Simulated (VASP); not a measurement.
# TiO2 (Rutile) (P4_2/mnm) in VASP: further runs, part 3 of 3

VASP 6.6.1. Earlier steps stand in the parts before.

### Step 5. Phonons, r2SCAN

This run uses another cell than the first one, of 10.44 Å³/atom, 1.010 times its volume.

POSCAR reads:

```
TiO2
1.0
    4.6000538409      0.0000000000      0.0000000000
    0.0000000000      4.6000538409      0.0000000000
    0.0000000000      0.0000000000      2.9607084869
  Ti              O
     2     4
Direct
     0.0000000000000000    0.0000000000000000    0.0000000000000000
     0.5000000000000000    0.5000000000000000    0.5000000000000000
     0.3045575067002844    0.3045575067002844    0.0000000000000000
     0.1954424932997156    0.8045575067002844    0.5000000000000000
     0.6954424932997156    0.6954424932997156    0.0000000000000000
     0.8045575067002844    0.1954424932997156    0.5000000000000000
```

INCAR.step1 reads:

```
SYSTEM = TiO2
PREC = Accurate ; ENCUT = 600
EDIFF = 1E-8 ; ISMEAR = 0
SIGMA = 0.03 ; LREAL = .False.
LASPH = .True. ; NELM = 80
ALGO = Normal ; ISIF = 3
LWAVE = .False. ; LCHARG = .False.
METAGGA = R2SCAN ; LMIXTAU = .True.
KPAR = 2 ; IBRION = 2
NSW = 40 ; EDIFFG = -0.002
```

INCAR.step2 reads:

```
SYSTEM = TiO2
PREC = Accurate ; ENCUT = 600
EDIFF = 1E-8 ; ISMEAR = 0
SIGMA = 0.03 ; LREAL = .False.
LASPH = .True. ; NELM = 80
ALGO = Normal ; ISIF = 2
LWAVE = .False. ; LCHARG = .False.
METAGGA = R2SCAN ; LMIXTAU = .True.
KPAR = 2 ; IBRION = 6
NFREE = 2 ; POTIM = 0.015
NSW = 1
```

KPOINTS reads:

```
regular mesh
0
Gamma
  6 6 10
  0 0 0
```

Potentials or basis: VASP PAW PBE potentials, release 64 (Ti_sv, O).

Launch:

```
cat potpaw_PBE.64/Ti_sv/POTCAR potpaw_PBE.64/O/POTCAR > POTCAR
cp INCAR.step1 INCAR
mpirun -np 2 vasp_std > vasp.out
cp CONTCAR POSCAR
cp INCAR.step2 INCAR
mpirun -np 2 vasp_std > vasp.out
```

OUTCAR:

```text
SYSTEM = TiO2
   PREC = Accurate
   ENCUT = 600
   EDIFF = 1E-8
   ISMEAR = 0
   LREAL = .False.
   LASPH = .True.
   NELM = 80
   ISIF = 2
   METAGGA = R2SCAN
   IBRION = 6
   NFREE = 2
   POTIM = 0.015
   NSW = 1

 ion  position               nearest neighbor table
   1  0.000  0.000  0.000-   4 1.95   6 1.95   4 1.95   6 1.95   5 1.98   3 1.98
   2  0.500  0.500  0.500-   3 1.95   5 1.95   3 1.95   5 1.95   4 1.98   6 1.98
   3  0.305  0.305  0.000-   2 1.95   2 1.95   1 1.98
   4  0.195  0.805  0.500-   1 1.95   1 1.95   2 1.98
   5  0.695  0.695  0.000-   2 1.95   2 1.95   1 1.98
   6  0.805  0.195  0.500-   1 1.95   1 1.95   2 1.98

  LATTYP: Found a simple tetragonal cell.
 ALAT       =     4.6000071567
 C/A-ratio  =     0.6435441660

  Lattice vectors:

 A1 = (   4.6000071567,   0.0000000000,   0.0000000000)
 A2 = (   0.0000000000,   4.6000071567,   0.0000000000)
 A3 = (   0.0000000000,   0.0000000000,   2.9603077691)

Analysis of symmetry for initial positions (statically):
=====================================================================
 Subroutine PRICEL returns:
 Original cell was already a primitive cell.

 Routine SETGRP: Setting up the symmetry group for a
 simple tetragonal supercell.

 Subroutine GETGRP returns: Found 16 space group operations
 (whereof  8 operations were pure point group operations)
 out of a pool of 16 trial point group operations.

The static configuration has the point symmetry D_2h.
 The point group associated with its full space group is D_4h.

Analysis of symmetry for dynamics (positions and initial velocities):
=====================================================================
 Subroutine PRICEL returns:
 Original cell was already a primitive cell.

 Routine SETGRP: Setting up the symmetry group for a
 simple tetragonal supercell.

 Subroutine GETGRP returns: Found 16 space group operations
 (whereof  8 operations were pure point group operations)
 out of a pool of 16 trial point group operations.

The dynamic configuration has the point symmetry D_2h.
 The point group associated with its full space group is D_4h.

 Subroutine INISYM returns: Found 16 space group operations
 (whereof  8 operations are pure point group operations),
 and found     1 'primitive' translations

----------------------------------------------------------------------------------------

                                     Primitive cell

  volume of cell :      62.6403

  direct lattice vectors                    reciprocal lattice vectors
     4.600007157  0.000000000  0.000000000     0.217390966  0.000000000  0.000000000
     0.000000000  4.600007157  0.000000000     0.000000000  0.217390966  0.000000000
[... 124 lines left out ...]
 finite differences with symmetry
 non-spin polarized calculation
 Gauss-broadening in eV      SIGMA  =   0.03
  energy-cutoff  :      600.00
  volume of cell :       62.64
 maximum number of plane-waves:      2112
 NGX is ok and might be reduce to    40
   NGX = 19   NGY = 19   NGZ = 11

--------------------------------------- Ionic step        1  -------------------------------------------

 number of electron      47.9999987 magnetization

 Free energy of the ion-electron system (eV)
  ---------------------------------------------------
  ext. energy  EPLUGINS =         0.00000000
  ---------------------------------------------------
  free energy    TOTEN  =       -69.80786659 eV

  energy without entropy =      -69.80786659  energy(sigma->0) =      -69.80786659

------------------------ aborting loop because EDIFF is reached ----------------------------------------

  FORCE on cell =-STRESS in cart. coord.  units (eV):
  Direction    XX          YY          ZZ          XY          YZ          ZX
  --------------------------------------------------------------------------------------
  -------------------------------------------------------------------------------------
  Total        0.0087303      0.0087303      0.0073547      0.0000000      0.0000000      0.0000000
  in kB        0.2232981      0.2232981      0.1881143      0.0000000      0.0000000      0.0000000
  external PRESSURE =       0.2115702 kB  Pullay stress =       0.0000000 kB
[... 307 lines left out ...]
--------------------------------------- Ionic step        9  -------------------------------------------

 number of electron      47.9999990 magnetization

 Free energy of the ion-electron system (eV)
  ---------------------------------------------------
  ext. energy  EPLUGINS =         0.00000000
  ---------------------------------------------------
  free energy    TOTEN  =       -69.80689406 eV

  energy without entropy =      -69.80689406  energy(sigma->0) =      -69.80689406

 E-fermi :   4.7839     XC(G=0): -12.1356

 val. band max:        4.5104954542   @ k =   0.0000   0.0000   0.0000
 cond. band min:       6.7259597997   @ k =   0.0000   0.0000   0.0000
 fundamental gap:      2.2154643455
 Fermi energy:         4.7839464001

 k-point     1 :       0.0000    0.0000    0.0000
  band No.  band energies     occupation
      1     -54.6532      2.00000
      2     -54.6356      2.00000
      3     -29.9160      2.00000
      4     -29.9159      2.00000
      5     -29.7407      2.00000
      6     -29.7404      2.00000
[... 733 lines left out ...]
     27       7.9941      0.00000
     28       7.9995      0.00000

 [... further k-points ...]
[... 5 lines left out ...]
  --------------------------------------------------------------------------------------
  -------------------------------------------------------------------------------------
  Total        0.0131775      0.0131775      0.0108042      0.0024713     -0.0804056     -0.0804128
  in kB        0.3370468      0.3370468      0.2763438      0.0632086     -2.0565670     -2.0567513
  external PRESSURE =       0.3168125 kB  Pullay stress =       0.0000000 kB
[... 21 lines left out ...]
  FREE ENERGIE OF THE ION-ELECTRON SYSTEM (eV)
  ---------------------------------------------------
  free  energy   TOTEN  =       -69.8068940626 eV

  energy  without entropy=      -69.8068940626  energy(sigma->0) =      -69.80689406

 INTERNAL STRAIN TENSORS FROM DISPLACED ATOMS
 ============================================

 INTERNAL STRAIN TENSOR FOR ION    1 for displacements in x,y,z  (eV/Angst):
          X           Y           Z          XY          YZ          ZX
  --------------------------------------------------------------------------------
  x     0.00000     0.00000     0.00000     0.00000     0.00000     0.00000
  y     0.00000     0.00000     0.00000     0.00000     0.00000     0.00000
  z     0.00000     0.00000     0.00000     0.00000     0.00000     0.00000

 INTERNAL STRAIN TENSOR FOR ION    6 for displacements in x,y,z  (eV/Angst):
          X           Y           Z          XY          YZ          ZX
  --------------------------------------------------------------------------------
  x     4.51472     2.03264     3.98702     1.25212     0.00000     0.00000
  y    -2.03264    -4.51472    -3.98702    -1.25184     0.00000     0.00000
  z     0.00000     0.00000     0.00000     0.00000    -5.36065     5.36113

 Eigenvectors and eigenvalues of the dynamical matrix
 ----------------------------------------------------

   1 f  =   24.319038 THz   152.801020 2PiTHz  811.195778 cm-1   100.575413 meV
             X         Y         Z           dx          dy          dz
      0.000000  0.000000  0.000000     0.000000   -0.000000   -0.000000
      2.300004  2.300004  1.480154    -0.000000    0.000000   -0.000000
      1.400926  1.400926  0.000000     0.353553    0.353553    0.000000
      0.899078  3.700929  1.480154     0.353553   -0.353553   -0.000000
      3.199081  3.199081  0.000000    -0.353553   -0.353553    0.000000
      3.700929  0.899078  1.480154    -0.353553    0.353553   -0.000000
[... 145 lines left out ...]
  18 f/i=    0.037275 THz     0.234208 2PiTHz    1.243375 cm-1     0.154159 meV
             X         Y         Z           dx          dy          dz
      0.000000  0.000000  0.000000    -0.375104   -0.405176   -0.000000
      2.300004  2.300004  1.480154    -0.371857   -0.402173   -0.000000
      1.400926  1.400926  0.000000    -0.213850   -0.231075   -0.000000
      0.899078  3.700929  1.480154    -0.213030   -0.230316   -0.000000
      3.199081  3.199081  0.000000    -0.213850   -0.231075   -0.000000
      3.700929  0.899078  1.480154    -0.213030   -0.230316   -0.000000

 ELASTIC MODULI CONTR FROM IONIC RELAXATION (kBar)
 Direction    XX          YY          ZZ          XY          YZ          ZX
 --------------------------------------------------------------------------------
 XX        -356.8506    150.8063   -125.4709     -0.0000      0.0000     -0.0000
 YY         150.8063   -356.8506   -125.4709      0.0000     -0.0000     -0.0000
 ZZ        -125.4709   -125.4709   -152.8112     -0.0000     -0.0000     -0.0000
 XY          -0.0000      0.0000     -0.0000     -8.2838     -0.0000     -0.0000
 YZ           0.0000     -0.0000     -0.0000     -0.0000   -238.8850      0.0000
 ZX          -0.0000     -0.0000     -0.0000     -0.0000      0.0000   -238.9271
 --------------------------------------------------------------------------------
```

It took 36 min on 2 MPI ranks of Intel Xeon Platinum 8488C (Sapphire Rapids), shared host; peak memory 0.47 GiB.

Results:

- Highest phonon frequency at Γ, LO-TO splitting left out: 811 cm⁻¹

Phonon frequencies in cm⁻¹ (negative: imaginary):
```
              q point                                                           frequencies
(0.000, 0.000, 0.000)  -1 -1 -1 102 137 137 141 145 380 380 399 434 457 457 496 496 601 811
```

Caveat: the PAW data sets were made with another functional, which shifts forces and pressure a little.

### Step 6. Comparison with measurements

Step 2. Measured gap of TiO2: 3.03 eV (direct; 1.6 K; quoted in “Shallow Valence Band of Rutile GeO2 and P-type Doping”, 2020, arxiv:2011.08928). This calculation gives 2.98 eV (-0.05 eV). 2 values of this kind are on record in papers (3.03 to 3.05 eV); this one was drawn at random among those near their median. The value is that of PBE-EpsX, without temperature or zero-point motion.
